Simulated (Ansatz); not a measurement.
Crystal: ZrC.

```xyz
2
Lattice="0.0000 2.3650 2.3650 2.3650 0.0000 2.3650 2.3650 2.3650 0.0000" Properties=species:S:1:pos:R:3 pbc="T T T"
Zr    2.3650    2.3650    2.3650
C     0.0000    0.0000    0.0000
```

Base run:

* Program: Ansatz 0.2.0
* Functional: LDA
* Potentials or basis: Ansatz PAW
* Cutoff: 420 eV (not typed: the program's choice for these potentials)
* k mesh: 10 × 10 × 10
* Occupations: fermi-dirac, width 0.05 eV
* Spin: no spin polarisation

Its results: band gap on the k mesh none (metal or under the smearing width); pressure -12.5 GPa.

Q: The run is repeated on the same cell with these changes: functional from LDA to PBE. What comes out?

A: Band gap on the k mesh none (metal or under the smearing width); pressure -2.9 GPa.

PBE binds less tightly than LDA, so the same cell stands under more pressure.

Caveats: the PAW data sets come from PBE, with cores solved anew for the run's functional, which leaves a small shift of forces and pressure (some runs).
